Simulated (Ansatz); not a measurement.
**Lu: pressure up to the limit of the methods**

How does Lu (fcc type) answer strong compression, and how long do frozen cores keep up with all electrons? The runs shown use LAPW, crystal datasets and norm-conserving. Companion runs by PAW are cited. Its runs: the reference run (LAPW); volume scaled by 1 (crystal datasets and norm-conserving); volume scaled by 0.92 (LAPW and norm-conserving); volume scaled by 0.84 (LAPW); volume scaled by 0.76 (LAPW and crystal datasets); volume scaled by 0.68 (LAPW); volume scaled by 0.6 (LAPW); volume scaled by 0.52 (LAPW and crystal datasets); volume scaled by 0.45 (LAPW, crystal datasets and norm-conserving).

This is Lu in the fcc structure; at room conditions it is hcp.

Method: DFT PBE, with the methods named in each step, in Ansatz 0.2.0.

### 1 The structure to begin with

The structure is cubic, space group Fm-3m (No. 225). The conventional cell has a = 4.882 Å, b = 4.882 Å, c = 4.882 Å, α = 90.00°, β = 90.00°, γ = 90.00°. Lu (site symmetry m-3m) has 12 Lu at 3.45 Å as nearest neighbours.

Coordinates:

```
CELL_PARAMETERS angstrom
0.00000 2.44092 2.44092
2.44092 0.00000 2.44092
2.44092 2.44092 0.00000
ATOMIC_POSITIONS crystal
Lu 0.00000 0.00000 0.00000
```

Whether this phase is the stable one at these pressures isn't tested.

### 2 The reference volume, LAPW

The input, input.yaml:

```yaml
crystal:
  lattice:
    - [0.0, 2.4409205571, 2.4409205571]
    - [2.4409205571, 0.0, 2.4409205571]
    - [2.4409205571, 2.4409205571, 0.0]
  atoms:
    - { symbol: Lu, position: [0.0, 0.0, 0.0] }
kpoints:
  mp_grid: { grid: [15, 15, 15] }
  band_path:
    path:
      - [0.0, 0.0, 0.0]
      - [0.5, 0.0, 0.5]
      - [0.625, 0.25, 0.625]
      - [0.375, 0.375, 0.75]
      - [0.0, 0.0, 0.0]
      - [0.5, 0.5, 0.5]
      - [0.5, 0.25, 0.75]
      - [0.5, 0.0, 0.5]
    npoints: 14
scf:
  occupations: { method: fermi_dirac, width: 0.1 }
hamiltonian:
  xc: pbe
  pseudopotentials: { kind: all_electron, lapw: { basis_error: 0.001 } }
output:
  forces: true
  stress: true
  eigenvalues: true
  populations: true
  dos: { projected: true, de: 0.2, e_range: [-14, 8] }
```

Command:

```
ansatz run input.yaml --threads 1 --pin off --max-ram 2048MiB --backend cpu --events-out ev --progress --plain --runs-dir out
```

### 3 Volume scaled by 1, crystal datasets

The input, input.yaml:

```yaml
crystal:
  lattice:
    - [0.0, 2.4409205571, 2.4409205571]
    - [2.4409205571, 0.0, 2.4409205571]
    - [2.4409205571, 2.4409205571, 0.0]
  atoms:
    - { symbol: Lu, position: [0.0, 0.0, 0.0] }
kpoints:
  mp_grid: { grid: [15, 15, 15] }
scf:
  occupations: { method: fermi_dirac, width: 0.1 }
hamiltonian:
  xc: pbe
  pseudopotentials: { kind: all_electron, datasets: crystal }
output:
  forces: true
  stress: true
  eigenvalues: true
```

### 4 Volume scaled by 1, norm-conserving

Changes to input.yaml since step 3:

```diff
@@ -13,3 +13,3 @@
   xc: pbe
-  pseudopotentials: { kind: all_electron, datasets: crystal }
+  pseudopotentials: { kind: nc }
 output:
```

### 5 Volume scaled by 0.92, LAPW

The input, input.yaml:

```yaml
crystal:
  lattice:
    - [0.0, 2.3740120595, 2.3740120595]
    - [2.3740120595, 0.0, 2.3740120595]
    - [2.3740120595, 2.3740120595, 0.0]
  atoms:
    - { symbol: Lu, position: [0.0, 0.0, 0.0] }
kpoints:
  mp_grid: { grid: [15, 15, 15] }
scf:
  occupations: { method: fermi_dirac, width: 0.1 }
hamiltonian:
  xc: pbe
  pseudopotentials: { kind: all_electron, lapw: { basis_error: 0.001 } }
output:
  forces: true
  stress: true
  eigenvalues: true
  populations: true
```

### 6 Volume scaled by 0.92, norm-conserving

Changes to input.yaml since step 5:

```diff
@@ -13,3 +13,3 @@
   xc: pbe
-  pseudopotentials: { kind: all_electron, lapw: { basis_error: 0.001 } }
+  pseudopotentials: { kind: nc }
 output:
@@ -18,2 +18 @@
   eigenvalues: true
-  populations: true
```

### 7 Volume scaled by 0.84, LAPW

The input, input.yaml:

```yaml
crystal:
  lattice:
    - [0.0, 2.3031032438, 2.3031032438]
    - [2.3031032438, 0.0, 2.3031032438]
    - [2.3031032438, 2.3031032438, 0.0]
  atoms:
    - { symbol: Lu, position: [0.0, 0.0, 0.0] }
kpoints:
  mp_grid: { grid: [15, 15, 15] }
scf:
  occupations: { method: fermi_dirac, width: 0.1 }
hamiltonian:
  xc: pbe
  pseudopotentials: { kind: all_electron, lapw: { basis_error: 0.001 } }
output:
  forces: true
  stress: true
  eigenvalues: true
  populations: true
```

### 8 Volume scaled by 0.76, LAPW

Changes to input.yaml since step 7:

```diff
@@ -2,5 +2,5 @@
   lattice:
-    - [0.0, 2.3031032438, 2.3031032438]
-    - [2.3031032438, 0.0, 2.3031032438]
-    - [2.3031032438, 2.3031032438, 0.0]
+    - [0.0, 2.2275365686, 2.2275365686]
+    - [2.2275365686, 0.0, 2.2275365686]
+    - [2.2275365686, 2.2275365686, 0.0]
   atoms:
```

### 9 Volume scaled by 0.76, crystal datasets

Changes to input.yaml since step 8:

```diff
@@ -13,3 +13,3 @@
   xc: pbe
-  pseudopotentials: { kind: all_electron, lapw: { basis_error: 0.001 } }
+  pseudopotentials: { kind: all_electron, datasets: crystal }
 output:
@@ -18,2 +18 @@
   eigenvalues: true
-  populations: true
```

### 10 Volume scaled by 0.68, LAPW

The input, input.yaml:

```yaml
crystal:
  lattice:
    - [0.0, 2.1464623866, 2.1464623866]
    - [2.1464623866, 0.0, 2.1464623866]
    - [2.1464623866, 2.1464623866, 0.0]
  atoms:
    - { symbol: Lu, position: [0.0, 0.0, 0.0] }
kpoints:
  mp_grid: { grid: [15, 15, 15] }
scf:
  occupations: { method: fermi_dirac, width: 0.1 }
hamiltonian:
  xc: pbe
  pseudopotentials: { kind: all_electron, lapw: { basis_error: 0.001 } }
output:
  forces: true
  stress: true
  eigenvalues: true
  populations: true
```

### 11 Volume scaled by 0.6, LAPW

Changes to input.yaml since step 10:

```diff
@@ -2,5 +2,5 @@
   lattice:
-    - [0.0, 2.1464623866, 2.1464623866]
-    - [2.1464623866, 0.0, 2.1464623866]
-    - [2.1464623866, 2.1464623866, 0.0]
+    - [0.0, 2.0587521313, 2.0587521313]
+    - [2.0587521313, 0.0, 2.0587521313]
+    - [2.0587521313, 2.0587521313, 0.0]
   atoms:
```

### 12 Volume scaled by 0.52, LAPW

Changes to input.yaml since step 11:

```diff
@@ -2,5 +2,5 @@
   lattice:
-    - [0.0, 2.0587521313, 2.0587521313]
-    - [2.0587521313, 0.0, 2.0587521313]
-    - [2.0587521313, 2.0587521313, 0.0]
+    - [0.0, 1.9628544317, 1.9628544317]
+    - [1.9628544317, 0.0, 1.9628544317]
+    - [1.9628544317, 1.9628544317, 0.0]
   atoms:
```

### 13 Volume scaled by 0.52, crystal datasets

Changes to input.yaml since step 12:

```diff
@@ -13,3 +13,3 @@
   xc: pbe
-  pseudopotentials: { kind: all_electron, lapw: { basis_error: 0.001 } }
+  pseudopotentials: { kind: all_electron, datasets: crystal }
 output:
@@ -18,2 +18 @@
   eigenvalues: true
-  populations: true
```

### 14 Volume scaled by 0.45, LAPW

The input, input.yaml:

```yaml
crystal:
  lattice:
    - [0.0, 1.8705004466, 1.8705004466]
    - [1.8705004466, 0.0, 1.8705004466]
    - [1.8705004466, 1.8705004466, 0.0]
  atoms:
    - { symbol: Lu, position: [0.0, 0.0, 0.0] }
kpoints:
  mp_grid: { grid: [15, 15, 15] }
  band_path:
    path:
      - [0.0, 0.0, 0.0]
      - [0.5, 0.0, 0.5]
      - [0.625, 0.25, 0.625]
      - [0.375, 0.375, 0.75]
      - [0.0, 0.0, 0.0]
      - [0.5, 0.5, 0.5]
      - [0.5, 0.25, 0.75]
      - [0.5, 0.0, 0.5]
    npoints: 8
scf:
  occupations: { method: fermi_dirac, width: 0.1 }
hamiltonian:
  xc: pbe
  pseudopotentials: { kind: all_electron, lapw: { basis_error: 0.001 } }
output:
  forces: true
  stress: true
  eigenvalues: true
  populations: true
  dos: { projected: true, de: 0.2, e_range: [-14, 8] }
```

### 15 Volume scaled by 0.45, crystal datasets

The input, input.yaml:

```yaml
crystal:
  lattice:
    - [0.0, 1.8705004466, 1.8705004466]
    - [1.8705004466, 0.0, 1.8705004466]
    - [1.8705004466, 1.8705004466, 0.0]
  atoms:
    - { symbol: Lu, position: [0.0, 0.0, 0.0] }
kpoints:
  mp_grid: { grid: [15, 15, 15] }
scf:
  occupations: { method: fermi_dirac, width: 0.1 }
hamiltonian:
  xc: pbe
  pseudopotentials: { kind: all_electron, datasets: crystal }
output:
  forces: true
  stress: true
  eigenvalues: true
```

### 16 Volume scaled by 0.45, norm-conserving

Changes to input.yaml since step 15:

```diff
@@ -13,3 +13,3 @@
   xc: pbe
-  pseudopotentials: { kind: all_electron, datasets: crystal }
+  pseudopotentials: { kind: nc }
 output:
```

(Steps that only read results are left out.)

**Question.** What will these runs give? Wanted: LAPW pressure at 0.45 of the volume; PAW pressure at 0.45 of the volume; PAW; crystal datasets pressure at 0.45 of the volume; norm-conserving pressure at 0.45 of the volume; fitted bulk modulus at zero pressure.

**Answer**, as computed:

| quantity | value |
| --- | --- |
| LAPW pressure at 0.45 of the volume | 139.3 GPa |
| PAW pressure at 0.45 of the volume | 139.2 GPa |
| PAW (core large) pressure at 0.45 of the volume | 139.2 GPa |
| crystal datasets pressure at 0.45 of the volume | 139.3 GPa |
| norm-conserving pressure at 0.45 of the volume | 138.1 GPa |
| fitted bulk modulus at zero pressure (LAPW) | 40 GPa |
| its pressure derivative | 3.76 |

By LAPW the pressure climbs to 139 GPa at 0.45 of the first volume. One third-order Birch-Murnaghan curve follows these points (B₀ = 40 GPa, B′ = 3.76, misfit at most 0.46 GPa). A fit over so wide a range leans to the high pressures, so B₀ can be off by several per cent. Where LAPW's pressure is over 3 GPa, PAW's departs from it by at most 0.1 %, at 0.92 of the volume. The ions are at rest, and the electrons smeared by 0.1 eV. Spin-orbit coupling is left out, though the cell holds Lu; in elements this heavy it can shift bands and gaps by tenths of an eV.
